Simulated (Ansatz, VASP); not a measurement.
## Two plane-wave programs on PbS

The input INCAR:

```
  PREC = Accurate
  ENCUT = 520
  EDIFF = 1E-7
  ISMEAR = -1
  SIGMA = 0.05
  LREAL = F
  LASPH = T
  NELM = 80
  ALGO = Normal
  ISIF = 2
  LWAVE = F
  LCHARG = F
  GGA = PS
  NBANDS = 28
```

KPOINTS

```
regular mesh
0
Gamma
  7 7 6
```

Contents of POSCAR:

```
PbS
1.0
    2.1073236324     -6.0701387599      0.0000000000
    2.1073236324      6.0701387599      0.0000000000
    0.0000000000      0.0000000000      4.3356342523
Pb S
2 2
Direct
    0.1305633500      0.8694366500      0.2500000000
    0.8694366500      0.1305633500      0.7500000000
    0.3547970900      0.6452029100      0.2500000000
    0.6452029100      0.3547970900      0.7500000000
```

input.yaml

```yaml
crystal:
  lattice:
    - [2.1073236324, -6.0701387599, 0.0]
    - [2.1073236324, 6.0701387599, 0.0]
    - [0.0, 0.0, 4.3356342523]
  atoms:
    - { symbol: Pb, position: [0.13056335, 0.86943665, 0.25] }
    - { symbol: Pb, position: [0.86943665, 0.13056335, 0.75] }
    - { symbol: S, position: [0.35479709, 0.64520291, 0.25] }
    - { symbol: S, position: [0.64520291, 0.35479709, 0.75] }
hamiltonian:
  xc: pbesol
  pseudopotentials: { kind: paw }
kpoints:
  mp_grid: { grid: [7, 7, 6] }
scf:
  occupations: { method: fermi_dirac, width: 0.05 }
output:
  forces: true
  stress: true
  eigenvalues: true
```

Change from the starting cell: volume scaled by 1.04.

Alike in both runs: task single point; functional PBEsol; k mesh 7 × 7 × 6; occupations fermi-dirac, width 0.05 eV; no spin polarisation.

```csv
,VASP,Ansatz
version,VASP 6.6.1,Ansatz 0.2.0
potentials or method,"VASP PAW PBE potentials, release 64 (Pb_d, S)",Ansatz PAW
plane-wave cutoff (eV),520,420
valence electrons in the cell,40,40
```

Ansatz gave:

| Item | Value |
| --- | --- |
| gap on the k mesh at the Fermi level (eV) | 1.24 |
| least direct gap on the mesh (eV) | 1.33 |
| pressure (GPa) | -3.6 |
| largest component of the traceless stress (GPa) | 0.40 |
| rms of the force components (eV/Å) | 0.118 |

Estimate VASP's values.

gap on the k mesh at the Fermi level (eV): 1.24; least direct gap on the mesh (eV): 1.33; pressure (GPa): -3.7; largest component of the traceless stress (GPa): 0.39; rms of the force components (eV/Å): 0.118.

Atom by atom the forces differ by 0.001 eV/Å (rms over components).

Caveats: spin-orbit coupling is left out, which as a rule narrows the gap of such compounds by several tenths of an eV; the PAW data sets were made with another functional, which shifts forces and pressure a little (VASP); an odd mesh through Γ misses points on the zone boundary, where band edges often lie (VASP); odd divisions of the mesh miss points on the zone boundary, where band edges often lie, so the gap on the mesh can be too wide (Ansatz); the PAW data sets come from PBE, with cores solved anew for the run's functional, which leaves a small shift of forces and pressure (Ansatz).
